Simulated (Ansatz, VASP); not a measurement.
# Sn: VASP beside Ansatz

INCAR

```
ALGO = Normal ; EDIFF = 1E-7
ENCUT = 520 ; GGA = PS
ISIF = 2 ; ISMEAR = -1
LASPH = True ; LCHARG = False
LREAL = False ; LWAVE = False
NBANDS = 21 ; NELM = 60
PREC = Accurate ; SIGMA = 0.05
```

Contents of KPOINTS:

```
k-points
0
Gamma
  7 7 7
```

Contents of POSCAR:

```
Sn
1.0
    0.0000000000      3.2758916636      3.2758916636
    3.2758916636      0.0000000000      3.2758916636
    3.2758916636      3.2758916636      0.0000000000
Sn
2
Direct
    0.7500000000      0.7500000000      0.7500000000
    0.5000000000      0.5000000000      0.5000000000
```

File input.yaml:

```yaml
crystal:
  lattice:
    - [0.0, 3.2758916636, 3.2758916636]
    - [3.2758916636, 0.0, 3.2758916636]
    - [3.2758916636, 3.2758916636, 0.0]
  atoms:
    - { symbol: Sn, position: [0.75, 0.75, 0.75] }
    - { symbol: Sn, position: [0.5, 0.5, 0.5] }
hamiltonian:
  xc: pbesol
  pseudopotentials: { kind: paw }
kpoints:
  mp_grid: { grid: [7, 7, 7] }
scf:
  occupations: { method: fermi_dirac, width: 0.05 }
output:
  forces: true
  stress: true
  eigenvalues: true
```

Change from the starting cell: volume scaled by 1.04.

Alike in both runs: task single point; functional PBEsol; k mesh 7 × 7 × 7; occupations fermi-dirac, width 0.05 eV; no spin polarisation.

```csv
,VASP,Ansatz
version,VASP 6.6.1,Ansatz 0.2.0
potentials or method,"VASP PAW PBE potentials, release 64 (Sn_d)",Ansatz PAW
plane-wave cutoff (eV),520,420
valence electrons in the cell,28,28
```

```csv
,VASP,Ansatz,Ansatz less VASP
gap on the k mesh at the Fermi level (eV),none,none,-
pressure (GPa),-0.3,-0.2,+0.07
```

A gap of «none» marks a metal or a gap that the smearing closes.

Caveats: the PAW data sets were made with another functional, which shifts forces and pressure a little (VASP); the PAW data sets come from PBE, with cores solved anew for the run's functional, which leaves a small shift of forces and pressure (Ansatz).
